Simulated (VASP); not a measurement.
# Ga in VASP: notebook

One slab, Ga, is run at these levels: PBE; tasks: single point.

Everything below comes from runs of VASP 6.6.1. Logs are shortened: lines on timing, memory, paths and dates and some standing lists are left out, and cuts for length are marked.

**1. The slab as given**

The cell holds a slab with vacuum, 10 atoms: a = 2.900 Å, b = 5.355 Å, c = 22.079 Å, α = 90.00°, β = 90.00°, γ = 105.71°.

The slab is cut from a database's or a generator's crystal, which needn't be the stable form of the element.

**2. Single point, PBE**

The input, INCAR:

```
SYSTEM = Ga
PREC = Accurate
ENCUT = 460
EDIFF = 1E-7
ISMEAR = 1
SIGMA = 0.1
LREAL = .False.
LASPH = .True.
NELM = 120
ALGO = Normal
ISIF = 2
LWAVE = .False.
LCHARG = .False.
LDIPOL = .True.
IDIPOL = 3
DIPOL = 0.5 0.5 0.500
GGA = PE
NBANDS = 83
LVHAR = .True.
LVACPOTAV = .True.
```

The input, KPOINTS:

```
Automatic mesh
0
Gamma
  8 8 1
  0 0 0
```

The input, POSCAR:

```
Ga
1.0
    2.9000000000      0.0000000000      0.0000000000
   -1.4500000000      5.1549127054      0.0000000000
    0.0000000000      0.0000000000     22.0790365559
Ga
10
Direct
    0.4135949169      0.8271898337      0.2717509881
    0.1536454811      0.3072909622      0.2753739883
    0.6026750495      0.2053500990      0.3849697440
    0.3427256138      0.6854512275      0.3885927442
    0.7917551822      0.5835103643      0.4981884999
    0.5318057464      0.0636114928      0.5018115001
    0.9808353148      0.9616706296      0.6114072558
    0.7208858791      0.4417717581      0.6150302560
    0.1699154475      0.3398308949      0.7246260117
    0.9099660117      0.8199320234      0.7282490119
```

Potentials or basis: VASP PAW PBE potentials, release 64 (Ga_d).

Started as:

```console
$ cat potpaw_PBE.64/Ga_d/POTCAR > POTCAR
$ mpirun -np 1 vasp_std > vasp.out
```

OUTCAR:

```text
SYSTEM = Ga
   PREC = Accurate
   ENCUT = 460
   EDIFF = 1E-7
   ISMEAR = 1
   LREAL = .False.
   LASPH = .True.
   NELM = 120
   ISIF = 2
   GGA = PE

 Found     21 irreducible k-points:

 Following reciprocal coordinates:
            Coordinates               Weight
  0.000000  0.000000  0.000000      1.000000
  0.125000  0.000000  0.000000      4.000000
  0.250000  0.000000  0.000000      4.000000
  0.375000 -0.000000  0.000000      4.000000
  0.500000  0.000000  0.000000      2.000000
  0.000000  0.125000  0.000000      2.000000
   k-points           NKPTS =     21   k-points in BZ     NKDIM =     21   number of bands    NBANDS=     83
   number of dos      NEDOS =    301   number of ions     NIONS =     10
   total plane-waves  NPLWV = 128000
   dimension x,y,z NGX =    20 NGY =   40 NGZ =  160
   dimension x,y,z NGXF=    40 NGYF=   80 NGZF=  320
   ions per type =              10
   NGX,Y,Z   is equivalent  to a cutoff of  11.47, 12.42, 12.05 a.u.
   NGXF,Y,Z  is equivalent  to a cutoff of  22.93, 24.84, 24.09 a.u.
 SYSTEM =  Ga
   PREC   = accura    normal or accurate (medium, high low for compatibility)
   ISTART =      0    job   : 0-new  1-cont  2-samecut
   ICHARG =      2    charge: 1-file 2-atom 10-const
   ISPIN  =      1    spin polarized calculation?
   LNONCOLLINEAR =      F non collinear calculations
   LSORBIT =      F    spin-orbit coupling
   LASPH  =      T    aspherical Exc in radial PAW
   ENCUT  =  460.0 eV  33.81 Ry    5.81 a.u.   5.07  9.36 38.61*2*pi/ulx,y,z
   NELM   =    120;   NELMIN=  2; NELMDL= -5     # of ELM steps
   EDIFF  = 0.1E-06   stopping-criterion for ELM
   LREAL  =      F    real-space projection
   EDIFFG = 0.1E-05   stopping-criterion for IOM
   NSW    =      0    number of steps for IOM
   IBRION =     -1    ionic relax: 0-MD 1-quasi-New 2-CG
   NFREE  =      0    steps in history (QN), initial steepest desc. (CG)
   ISIF   =      2    stress and relaxation
   ISYM   =      2    0-nonsym 1-usesym 2-fastsym
   POTIM  = 0.5000    time-step for ionic-motion
   TEBEG  =    0.0;   TEEND  =   0.0 temperature during run
   PSTRESS=    0.0 pullay stress
   NELECT =     130.0000    total number of electrons
   NUPDOWN=      -1.0000    fix difference up-down
   EMIN   =  10.00;   EMAX   =-10.00  energy-range for DOS
   EFERMI =   0.00;   METHOD = LEGACY
   ISMEAR =     1;   SIGMA  =   0.10  broadening in eV -4-tet -1-fermi 0-gaus
   EFERMI_NEDOS =   21; number of points for ismear=-14 and -15
   IALGO  =     38    algorithm
   IMIX   =      4    mixing-type and parameters
     AMIX     =   0.40;   BMIX     =  1.00
     AMIX_MAG =   1.60;   BMIX_MAG =  1.00
  volume/ion in A,a.u.               =      33.01       222.74
  Fermi-wavevector in a.u.,A,eV,Ry     =   1.200023  2.267714 19.593132  1.440055
  Thomas-Fermi vector in A             =   2.335870
   LORBIT       =      0    0 simple, 1 ext, 2 COOP (PROOUT), +10 PAW based schemes
   GGA     = PE    functional components
   LHFCALC =     F    Hartree Fock is set to
   AEXX    =    0.0000 exact exchange contribution
   IVDW    =     0    specifies the selected vdW correction
   LEPSILON=     F    determine dielectric tensor
   LRPA    =     F    only Hartree local field effects (RPA)
 non-spin polarized calculation
 Methfessel and Paxton  Order N= 1 SIGMA  =   0.10
  energy-cutoff  :      460.00
  volume of cell :      330.06
 maximum number of plane-waves:      7443
   NGX = 11   NGY = 19   NGZ = 77

 number of electron     130.0000015 magnetization

 dipolmoment           0.000000      0.000000     -0.000001 electrons x Angstroem

 Free energy of the ion-electron system (eV)
  ---------------------------------------------------
  ext. energy  EPLUGINS =         0.00000000
  ---------------------------------------------------
  free energy    TOTEN  =       -28.05280354 eV

  energy without entropy =      -28.05094637  energy(sigma->0) =      -28.05218448

 E-fermi :   1.4578     XC(G=0):  -6.9630

 val. band max:        1.4152556481   @ k =   0.5000   0.0000   0.0000
 cond. band min:       1.4633944880   @ k =   0.2500   0.1250   0.0000
 fundamental gap:      0.0481388399
 Fermi energy:         1.4578443019

 k-point     1 :       0.0000    0.0000    0.0000
  band No.  band energies     occupation
      1     -13.7145      2.00000
      2     -13.7113      2.00000
      3     -13.6997      2.00000
      4     -13.6920      2.00000
      5     -13.6817      2.00000
      6     -13.6700      2.00000
[... 69 lines left out ...]
     76       8.3833      0.00000
     77       8.5896      0.00000

 k-point     2 :       0.1250    0.0000    0.0000
  band No.  band energies     occupation
      1     -13.7052      2.00000
      2     -13.6983      2.00000
      3     -13.6898      2.00000
      4     -13.6739      2.00000
      5     -13.6658      2.00000
      6     -13.6570      2.00000
[... 69 lines left out ...]
     76       6.2643      0.00000
     77       6.4712      0.00000

 k-point     3 :       0.2500    0.0000    0.0000
  band No.  band energies     occupation
      1     -13.6976      2.00000
      2     -13.6832      2.00000
      3     -13.6670      2.00000
      4     -13.6633      2.00000
      5     -13.6520      2.00000
      6     -13.6282      2.00000
[... 69 lines left out ...]
     76       5.0828      0.00000
     77       5.2259      0.00000

 k-point     4 :       0.3750   -0.0000    0.0000
  band No.  band energies     occupation
      1     -13.6999      2.00000
      2     -13.6816      2.00000
      3     -13.6740      2.00000
      4     -13.6697      2.00000
      5     -13.6512      2.00000
      6     -13.6437      2.00000
[... 69 lines left out ...]
     76       4.6647      0.00000
     77       4.8697      0.00000

 k-point     5 :       0.5000    0.0000    0.0000
  band No.  band energies     occupation
      1     -13.6991      2.00000
      2     -13.6968      2.00000
      3     -13.6791      2.00000
      4     -13.6743      2.00000
      5     -13.6695      2.00000
      6     -13.6613      2.00000
[... 69 lines left out ...]
     76       4.9550      0.00000
     77       5.2892      0.00000

 k-point     6 :       0.0000    0.1250    0.0000
  band No.  band energies     occupation
      1     -13.7213      2.00000
      2     -13.7177      2.00000
      3     -13.6998      2.00000
      4     -13.6954      2.00000
      5     -13.6750      2.00000
      6     -13.6705      2.00000
[... 69 lines left out ...]
     76       8.2411      0.00000
     77       8.3158      0.00000

 [... further k-points ...]

 [bands above 77 left out]

------------------------ aborting loop because EDIFF is reached ----------------------------------------

  FORCE on cell =-STRESS in cart. coord.  units (eV):
  Direction    XX          YY          ZZ          XY          YZ          ZX
  --------------------------------------------------------------------------------------
  -------------------------------------------------------------------------------------
  Total       -2.6193526      1.5015791      1.6152960      0.0000000     -0.4235121      0.0000000
  in kB      -12.7146706      7.2888560      7.8408524      0.0000000     -2.0557816      0.0000000
  external PRESSURE =       0.8050126 kB  Pullay stress =       0.0000000 kB

 VOLUME and BASIS-vectors are now :
 -----------------------------------------------------------------------------
  energy-cutoff  :      460.00
  volume of cell :      330.06
      direct lattice vectors                 reciprocal lattice vectors
     2.900000000  0.000000000  0.000000000     0.344827586  0.096994853  0.000000000
    -1.450000000  5.154912705  0.000000000     0.000000000  0.193989706  0.000000000
     0.000000000  0.000000000 22.079036556     0.000000000  0.000000000  0.045291831

 POSITION                                       TOTAL-FORCE (eV/Angst)
 -----------------------------------------------------------------------------------
      0.00000      4.26409      6.00000         0.000000      0.181453     -0.150386
      0.00000      1.58406      6.07999        -0.000000     -0.139735     -0.133605
      1.45000      1.05856      8.49976        -0.000000      0.102393     -0.023390
      0.00000      3.53344      8.57975         0.000000     -0.110894      0.242130
      1.45000      3.00794     10.99952         0.000000      0.074048     -0.128722
      1.45000      0.32791     11.07951        -0.000000     -0.074048      0.128722
      1.45000      4.95733     13.49928        -0.000000      0.110894     -0.242130
      1.45000      2.27729     13.57928         0.000000     -0.102393      0.023390
      0.00000      1.75180     15.99904         0.000000      0.139735      0.133605
      1.45000      4.22668     16.07904         0.000000     -0.181453      0.150386
 -----------------------------------------------------------------------------------
    total drift:                                0.000013      0.000095     -0.000199

  FREE ENERGIE OF THE ION-ELECTRON SYSTEM (eV)
  ---------------------------------------------------
  free  energy   TOTEN  =       -28.0528035357 eV

  energy  without entropy=      -28.0509463653  energy(sigma->0) =      -28.05218448

 vacuum level on the upper side and lower side of the slab         5.515         5.515
```

Wall time 9.5 min (1 thread of Intel Xeon Platinum 8559C (Emerald Rapids), shared host); peak memory 0.53 GiB.

The run converged, but some of its settings lie outside the range that counts as converged, so its numbers aren't taken as properties of the slab.

What came out:

```
Free energy                     : -28.0528 eV
Largest force                   : 0.266 eV/Å
Band gap on the k mesh          : none (metal or under the smearing width)
Work function of the upper face : 4.06 eV
Work function of the lower face : 4.06 eV
```

**3. Single point, PBE**

Edit INCAR of step 2 so:

```diff
@@ -2,3 +2,3 @@
 PREC = Accurate
-ENCUT = 460
+ENCUT = 400
 EDIFF = 1E-7
```

The input, KPOINTS:

```
Automatic mesh
0
Gamma
  10 10 1
  0 0 0
```

POSCAR is that of step 2.

Potentials or basis: VASP PAW PBE potentials, release 64 (Ga_d).

Started as:

```console
$ cat potpaw_PBE.64/Ga_d/POTCAR > POTCAR
$ mpirun -np 1 vasp_std > vasp.out
```

It took 13 min on 1 thread of Intel Xeon Platinum 8559C (Emerald Rapids), shared host; peak memory 0.53 GiB.

The run converged, but some of its settings lie outside the range that counts as converged, so its numbers aren't taken as properties of the slab.

What came out:

| Property | Result |
| --- | --- |
| Free energy | -28.0722 eV |
| Largest force | 0.219 eV/Å |
| Band gap on the k mesh | none (metal or under the smearing width) |
| Work function of the upper face | 4.10 eV |
| Work function of the lower face | 4.10 eV |
